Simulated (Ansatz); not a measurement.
# MgI2: response to strain

Aim: deform MgI2 (zz strain of +1 %) and compute stress, forces and field gradients with LAPW, PAW and all-electron datasets made for the crystal.

Method: DFT PBEsol, scalar-relativistic, in Ansatz 0.2.0.

### 1 The system as given

Symmetry: P-3m1, No. 164, trigonal system. The conventional cell has a = 4.154 Å, b = 4.154 Å, c = 6.862 Å, α = 90.00°, β = 90.00°, γ = 120.00°. Mg (site symmetry -3m) has 6 I at 2.92 Å in its first shell of neighbours. Around I (site symmetry 3m) lie 3 Mg at 2.92 Å.

As a file:

```
CELL_PARAMETERS angstrom
4.15370 0.00000 0.00000
-2.07685 3.59721 0.00000
0.00000 0.00000 6.86200
ATOMIC_POSITIONS crystal
Mg 0.00000 0.00000 0.00000
I 0.33333 0.66667 0.75763
I 0.66667 0.33333 0.24237
```

Atoms are numbered in the order of the input: Mg1, I2, I3.

### 2 After the deformation

Space group P-3m1 before, P-3m1 after.

### 3 Full-potential LAPW

File input.yaml:

```yaml
crystal:
  lattice:
    - [4.1537001214, 0.0, 0.0]
    - [-2.0768500607, 3.5972098248, 0.0]
    - [0.0, 0.0, 6.93062]
  atoms:
    - { symbol: Mg, position: [0.0, 0.0, 0.0] }
    - { symbol: I, position: [0.3333333333, 0.6666666667, 0.75763] }
    - { symbol: I, position: [0.6666666667, 0.3333333333, 0.24237] }
kpoints:
  mp_grid: { grid: [7, 7, 4] }
  band_path:
    path:
      - [0.0, 0.0, 0.0]
      - [0.5, 0.0, 0.0]
      - [0.3333333333, 0.3333333333, 0.0]
      - [0.0, 0.0, 0.0]
      - [0.0, 0.0, 0.5]
      - [0.5, 0.0, 0.5]
      - [0.3333333333, 0.3333333333, 0.5]
      - [0.0, 0.0, 0.5]
      - [0.5, 0.0, 0.5]
    npoints: 5
scf:
  occupations: { method: fermi_dirac, width: 0.03 }
hamiltonian:
  xc: pbesol
  pseudopotentials: { kind: all_electron, lapw: { basis_error: 0.001 } }
output:
  forces: true
  stress: true
  eigenvalues: true
```

On the command line:

```
$ ansatz run input.yaml --threads 1 --pin off --max-ram 4096MiB --backend cpu --events-out ev --progress --plain --runs-dir out
```

### 4 PAW with frozen cores

File input.yaml:

```yaml
crystal:
  lattice:
    - [4.1537001214, 0.0, 0.0]
    - [-2.0768500607, 3.5972098248, 0.0]
    - [0.0, 0.0, 6.93062]
  atoms:
    - { symbol: Mg, position: [0.0, 0.0, 0.0] }
    - { symbol: I, position: [0.3333333333, 0.6666666667, 0.75763] }
    - { symbol: I, position: [0.6666666667, 0.3333333333, 0.24237] }
kpoints:
  mp_grid: { grid: [7, 7, 4] }
scf:
  occupations: { method: fermi_dirac, width: 0.03 }
hamiltonian:
  xc: pbesol
  pseudopotentials: { kind: paw }
output:
  forces: true
  stress: true
  eigenvalues: true
  efg: { contact_densities: true }
```

### 5 All-electron PAW on datasets made for the crystal

Edit input.yaml of step 4 so:

```diff
@@ -15,3 +15,3 @@
   xc: pbesol
-  pseudopotentials: { kind: paw }
+  pseudopotentials: { kind: all_electron, datasets: crystal }
 output:
```

(Steps that only read results are left out.)

Q: Predict the outcome of this session. Wanted: pressure; largest shear or deviatoric stress.

**Answer**, as computed:

| quantity | value |
| --- | --- |
| pressure | LAPW -0.47, PAW -0.47, crystal datasets -0.47 GPa |
| largest shear or deviatoric stress (LAPW) | 0.08 GPa |

The largest part of the stress beyond the pressure is 0.08 GPa in size, in the zz component; the atoms are carried along and not relaxed. No run of the undeformed cell stands beside it, so pressure and stress hold what the given cell had before the change, as far as its symmetry allows. PAW: stress within 0.01 GPa of LAPW, forces within 2 meV/Å. Crystal datasets: stress within 0.01 GPa of LAPW, forces within 1 meV/Å. Spin-orbit coupling is left out, though the cell holds I; in elements this heavy it can shift bands and gaps by tenths of an eV.

The gaps are Kohn-Sham values of a semilocal functional, not quasiparticle or optical gaps. Such gaps usually fall short of the measured ones; spin-orbit coupling, left out here, narrows gaps with I, so the two errors partly cancel.
